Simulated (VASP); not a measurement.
HfO2, 6 atoms in the cell. Symmetry: P4_2/nmc, No. 137, tetragonal system. The conventional cell has a = 3.604 Å, b = 3.604 Å, c = 5.264 Å, α = 90.00°, β = 90.00°, γ = 90.00°. Hf (site symmetry -4m2) has 4 O at 2.07 Å as nearest neighbours. O (site symmetry 2mm) is surrounded by 2 Hf at 2.07 Å. Measurements of this composition are mostly on another form, of space group No. 14.

```yaml
Program: VASP 6.6.1
Task: relaxation of cell and atoms
Functional: PBE
Potentials_or_basis: VASP PAW PBE potentials, release 64 (Hf_pv, O)
Cutoff: 600 eV
k_mesh: 6 × 6 × 4
Occupations: fermi-dirac, width 0.05 eV
Spin: no spin polarisation
Further_INCAR_settings: ALGO = Fast; EDIFF = 1e-06; IBRION = 2; EDIFFG = -0.02; NSW = 60; ISIF = 3
```

Potentials or basis: VASP PAW PBE potentials, release 64 (Hf_pv, O).

Run with:

```console
$ cat potpaw_PBE.64/Hf_pv/POTCAR potpaw_PBE.64/O/POTCAR > POTCAR
$ mpirun -np 8 vasp_std > vasp.out
```

Hardware: 8 MPI ranks on Intel(R) Xeon(R) Platinum 8488C (Sapphire Rapids), on a shared host.

Q: How long does it take, and how much memory?

A: Wall time 43 s on 8 MPI ranks on Intel(R) Xeon(R) Platinum 8488C (Sapphire Rapids), with other jobs on the host, peak memory 0.25 GiB a rank. Counts: scf iterations 67, k points 30, ion steps 7.
